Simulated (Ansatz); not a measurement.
A plane-wave DFT run in Ansatz 0.2.0 (scalar-relativistic PAW potentials unless the input names others): input and command.

```yaml
crystal:
  lattice:
    - [3.832070894, 0.0, 0.0]
    - [-1.916035447, 3.3186707433, 0.0]
    - [0.0, 0.0, 5.2493051121]
  atoms:
    - { symbol: Zr, position: [0.0, 0.0, 0.0] }
    - { symbol: S, position: [0.3333333333, 0.6666666667, 0.2492] }
    - { symbol: S, position: [0.6666666667, 0.3333333333, 0.7508] }
basis:
  ecutwfc: 420
kpoints:
  mp_grid: { grid: [12, 12, 6] }
hamiltonian:
  xc: pbe
  dispersion: d3bj
  hubbard: { sites: [{ species: Zr, l: d, u_eff: 2.0 }], double_counting: amf }
scf:
  occupations: { method: gaussian, width: 0.05 }
output:
  forces: true
  eigenvalues: true
  stress: true
```

```bash
ansatz run input.yaml --threads 1 --pin off --max-ram 2560MiB --backend cpu --events-out ev --progress --plain --runs-dir out
```

Abridged log:
```
Basis set: ecut = 420 eV, 1289 PW (Γ), exchange–correlation on 54×54×72 points (8 copies of the dense FFT grid, shifted against one another)
Bands: 16, of which v1, the nominal top of the filled ones, is band 12 counted from 1 (11 counted from 0)
Symmetry: 12 space group operations
k-points: 100 of 864
SCF iter   1: F=—  HF=-5994.096851 eV  |F-HF|=—  |Δ(HF+E_count)|=         —  Δρ=4.17e-2  dr2=2.76e0  ethr=3.10e-3  ⟨swp⟩=5.5  Hψ=8767  notcnv=0
SCF iter   2: F=—  HF=-5993.622281 eV  |F-HF|=—  |Δ(HF+E_count)|=   4.75e-1  Δρ=2.12e-2  dr2=5.65e-1  ethr=3.10e-3  ⟨swp⟩=2.2  Hψ=3161  notcnv=0
SCF iter   3: F=—  HF=-5993.528951 eV  |F-HF|=—  |Δ(HF+E_count)|=   9.33e-2  Δρ=7.42e-3  dr2=5.86e-2  ethr=2.36e-3  ⟨swp⟩=2.0  Hψ=2639  notcnv=0
SCF iter   4: F=—  HF=-5993.527691 eV  |F-HF|=—  |Δ(HF+E_count)|=   1.26e-3  Δρ=2.45e-3  dr2=4.86e-3  ethr=2.44e-4  ⟨swp⟩=2.0  Hψ=2513  notcnv=0
SCF iter   5: F=—  HF=-5993.530209 eV  |F-HF|=—  |Δ(HF+E_count)|=   2.52e-3  Δρ=5.48e-4  dr2=2.39e-4  ethr=2.03e-5  ⟨swp⟩=2.0  Hψ=2266  notcnv=0
SCF iter   6: F=—  HF=-5993.530641 eV  |F-HF|=—  |Δ(HF+E_count)|=   4.31e-4  Δρ=1.18e-4  dr2=1.45e-5  ethr=9.98e-7  ⟨swp⟩=2.0  Hψ=2400  notcnv=0
SCF iter   7: F=—  HF=-5993.530661 eV  |F-HF|=—  |Δ(HF+E_count)|=   1.98e-5  Δρ=2.34e-5  dr2=5.51e-7  ethr=6.06e-8  ⟨swp⟩=2.0  Hψ=2357  notcnv=0
SCF iter   8: F=-5993.530662 eV  HF=-5993.530662 eV  |F-HF|=4.56e-8  |Δ(HF+E_count)|=   1.02e-6  Δρ=6.84e-6  dr2=5.08e-8  ethr=4.17e-10  ⟨swp⟩=6.7  Hψ=7575  notcnv=0
SCF 1 converged in 8 iterations: F = -5993.530662 eV  dr2 = 5.08e-8
SCF converged after 8 iterations
Free energy (F): -5993.530662 eV
Harris-Foulkes:  -5993.530662 eV  (|F-HF|=4.56e-8)
Internal energy: -5993.530662 eV  (E = F + TS)
E sigma→0 (E₀):  -5993.530662 eV
Fermi energy:    8.459487 eV
  E_disp       = -1.071024  (pairwise vdW)
DFT+U double counting: amf (around mean field; hamiltonian.hubbard.double_counting)
--- Forces (eV/Å), atoms counted from 1 ---
  atom   1  Zr     0.00000000     0.00000000     0.00000000
  atom   2  S      0.00000000     0.00000000     0.37596432
  atom   3  S      0.00000000     0.00000000    -0.37596432
--- Stress (GPa, compression-positive) ---
       -4.498943       0.000000       0.000000
        0.000000      -4.498943       0.000000
        0.000000       0.000000       4.739218
  P = ⅓ Tr σ = -1.4196 GPa (-14.196 kbar)
Occupation matrices written to <dir>
```

Apart from outputs and empty bands, the input differs from a reference run on usual settings in hamiltonian.hubbard: not typed → {"sites": [{"species": "Zr", "l": "d", "u_eff": 2.0}], "double_counting": "amf"}. The reference, at the same geometry (not necessarily relaxed), gave pressure -1.63 GPa, largest force 0.378 eV/Å, gap on the mesh 0.74 eV. This run converged in 8 SCF iterations (reference: 6) with an energy at zero smearing 27.59 meV/atom below the reference's (the Hamiltonian itself differs), pressure -1.42 GPa, largest force 0.376 eV/Å, gap on the mesh 0.84 eV.

The run took 20 s on 1 thread of AMD EPYC (Zen 3), with other jobs on the host, peak memory 0.48 GiB.